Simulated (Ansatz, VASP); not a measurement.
## Re in VASP and in Ansatz

File POSCAR:

```
Re
1.0
    0.0000000000      1.9750000000      1.9750000000
    1.9750000000      0.0000000000      1.9750000000
    1.9750000000      1.9750000000      0.0000000000
Re
1
Direct
    0.0000000000      0.0000000000      0.0000000000
```

File INCAR.step1:

```
SYSTEM = Re
PREC = Accurate
ENCUT = 520
ISMEAR = -1
SIGMA = 0.03
LREAL = .False.
LASPH = .True.
NELM = 80
NBANDS = 10
GGA = PE
ALGO = Normal
EDIFF = 1E-4
LWAVE = .True.
LCHARG = .False.
```

Contents of INCAR.step2:

```
SYSTEM = Re
PREC = Accurate
ENCUT = 520
EDIFF = 1E-8
ISMEAR = -1
SIGMA = 0.03
LREAL = .False.
LASPH = .True.
NELM = 80
ALGO = Normal
ISIF = 2
LWAVE = .False.
LCHARG = .False.
METAGGA = R2SCAN
LMIXTAU = .True.
LEFG = .True.
NBANDS = 10
ISTART = 1
```

Contents of KPOINTS:

```
Automatic mesh
0
Gamma
  14 14 14
  0 0 0
```

Input for Ansatz:

```yaml
crystal:
  lattice:
    - [0.0, 1.975, 1.975]
    - [1.975, 0.0, 1.975]
    - [1.975, 1.975, 0.0]
  atoms:
    - { symbol: Re, position: [0.0, 0.0, 0.0] }
kpoints:
  mp_grid: { grid: [14, 14, 14] }
  band_path:
    path:
      - [0.0, 0.0, 0.0]
      - [0.5, 0.0, 0.5]
      - [0.625, 0.25, 0.625]
      - [0.375, 0.375, 0.75]
      - [0.0, 0.0, 0.0]
      - [0.5, 0.5, 0.5]
      - [0.5, 0.25, 0.75]
      - [0.5, 0.0, 0.5]
    npoints: 5
scf:
  occupations: { method: fermi_dirac, width: 0.03 }
hamiltonian:
  xc: r2scan
  pseudopotentials: { kind: paw }
output:
  forces: true
  stress: true
  eigenvalues: true
  efg: { contact_densities: true }
```

Alike in both runs: task electric field gradients; functional r2SCAN; k mesh 14 × 14 × 14; occupations fermi-dirac, width 0.03 eV; no spin polarisation.

|  | VASP | Ansatz |
| --- | --- | --- |
| version | VASP 6.6.1 | Ansatz 0.2.0 |
| potentials or method | VASP PAW PBE potentials, release 64 (Re) | PAW with Ansatz's default frozen-core files, scalar-relativistic |
| plane-wave cutoff (eV) | 520 | 500 |
| valence electrons in the cell | 7 | 15 |

|  | VASP | Ansatz | Ansatz less VASP |
| --- | --- | --- | --- |
| pressure (GPa) | -15.6 | -15.3 | +0.28 |
| Vzz of the field gradient on the site that differs most (V/Å²) | 0.0 | 0.0 | 0.00 |

With one functional, cell and mesh, what is left measures potentials, basis and numerics. The two sets of potentials don't hold the same shells in valence. Ansatz warned: «gradients_without_spin_orbit».

Caveats: so large a pressure means that the cell lies far from this level's equilibrium, or that cutoff or potentials fall short (VASP); the potentials were made for another functional, which shifts forces and pressure (VASP). Spin-orbit coupling is left out, which matters for the levels of Re.
